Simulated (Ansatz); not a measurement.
# Mg4Si: the cost of one run

Computed with Ansatz 0.2.0 (DFT PBE, scalar-relativistic, plane waves, PAW, unless a step's input says otherwise).

5 further runs of the same task are left out: 5 set aside as unsound or not needed.

### Step 1. The structure to begin with

The structure is hexagonal, space group P6_3/mmc (No. 194). The conventional cell has a = 3.210 Å, b = 3.210 Å, c = 5.138 Å, α = 90.00°, β = 90.00°, γ = 120.00°. Mg (site symmetry -6m2) has 12 Mg at 3.17 to 3.21 Å as nearest neighbours.

As a file:

```
Mg
1.0
     3.21007    0.00000    0.00000
    -1.60503    2.78000    0.00000
     0.00000    0.00000    5.13791
Mg
2
Cartesian
  0.0000 1.8533 1.2845
  1.6050 0.9267 3.8534
```

This cell was relaxed beforehand with the same method: volume 22.93 Å³/atom, gap on the mesh none (metal).

### Step 3. The grid

Atoms count from 1 in the order of the input.

Si is moved over the surface cell; relaxed at each place: the height of the adsorbate's atoms; substrate rigid; the origin of the map has the adsorbate above Mg4.

- position of Si5 along the first surface vector, from above Mg4: 6 values from 0.000 to 0.833, periodic
- position of Si5 along the second surface vector, from above Mg4: 6 values from 0.000 to 0.833, periodic

Relaxed at each point: the height of the adsorbate's atoms; substrate rigid. Points are written as (first, second).

The two vectors of the plane (Å): (3.210, 0.000, 0.000); (-1.605, 2.780, 0.000).

(The set-up runs are not shown.)

### Step 4. The run at (0/6, 0/6) of the map's two axes

The input, input.yaml:

```yaml
crystal:
  lattice:
    - [3.2100692859, 0.0, 0.0]
    - [-1.6050346429, 2.7800015495, 0.0]
    - [0.0, 0.0, 23.2147784313]
  atoms:
    - { symbol: Mg, position: [0.6666666667, 0.3333333333, 0.1723040352] }
    - { symbol: Mg, position: [0.3333333333, 0.6666666667, 0.2829644272] }
    - { symbol: Mg, position: [0.6666666667, 0.3333333333, 0.3920793237] }
    - { symbol: Mg, position: [0.3333333333, 0.6666666667, 0.5046258988] }
    - { symbol: Si, position: [0.3333333333, 0.6666666667, 0.613177441] }
basis:
  ecutwfc: 420
kpoints:
  mp_grid: { grid: [9, 9, 1] }
hamiltonian:
  xc: pbe
scf:
  occupations: { method: gaussian, width: 0.1 }
output:
  forces: true
  eigenvalues: true
relax:
  adjacent_minimum: "off"
  f_tol: 0.025
  max_steps: 16
  constraints: [{ sites: [0, 1, 2, 3] }, { sites: [4], fix: xy }]
efield:
  axis: 3
  dipole_correction: true
  ramp_width: 0.04
```

Started as:

```
$ ansatz run input.yaml --threads 1 --pin off --max-ram 3072MiB --backend cpu --events-out ev --progress --plain --runs-dir out
```

Q: Estimate wall time and peak memory on 1 thread of Arm Neoverse N1, shared host.

About 32 s, with a peak of 0.38 GiB.
